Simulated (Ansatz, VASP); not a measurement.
**Nb in VASP and in Ansatz**

INCAR

```
  PREC = Accurate
  ENCUT = 520
  EDIFF = 1E-7
  ISMEAR = 0
  SIGMA = 0.15
  LREAL = F
  LASPH = T
  NELM = 100
  ALGO = Fast
  ISIF = 2
  LWAVE = F
  LCHARG = F
  GGA = PS
  NBANDS = 12
```

The input KPOINTS:

```
Automatic mesh
0
Gamma
  22 22 22
```

Contents of POSCAR:

```
Nb
1.0
   -1.4535942143      1.4535942143      2.1803913214
    1.4535942143     -1.4535942143      2.1803913214
    1.4535942143      1.4535942143     -2.1803913214
Nb
1
Direct
    0.0000000000      0.0000000000      0.0000000000
```

Input for Ansatz:

```yaml
crystal:
  lattice:
    - [-1.4535942143, 1.4535942143, 2.1803913214]
    - [1.4535942143, -1.4535942143, 2.1803913214]
    - [1.4535942143, 1.4535942143, -2.1803913214]
  atoms:
    - { symbol: Nb, position: [0.0, 0.0, 0.0] }
basis:
  ecutwfc: 420
kpoints:
  mp_grid: { grid: [22, 22, 22] }
hamiltonian:
  xc: pbesol
scf:
  occupations: { method: gaussian, width: 0.15 }
output:
  forces: true
  stress: true
  eigenvalues: true
```

Alike in both runs: task single point; functional PBEsol; k mesh 22 × 22 × 22; occupations gaussian, width 0.15 eV; no spin polarisation.

|  | VASP | Ansatz |
| --- | --- | --- |
| version | VASP 6.6.1 | Ansatz 0.2.0 |
| potentials or method | VASP PAW PBE potentials, release 64 (Nb_sv) | scalar-relativistic, plane waves, PAW |
| plane-wave cutoff (eV) | 520 | 420 |
| valence electrons in the cell | 13 | 13 |

```tsv
	VASP	Ansatz	Ansatz less VASP
gap on the k mesh at the Fermi level (eV)	none	none	-
pressure (GPa)	-3.6	-3.3	+0.28
largest component of the traceless stress (GPa)	8.37	8.43	+0.058
```

A gap of «none» marks a metal or a gap that the smearing closes. The functional is the same, so the differences come from potentials, cutoffs and numerics.

Caveats: the PAW data sets were made with another functional, which shifts forces and pressure a little (VASP).
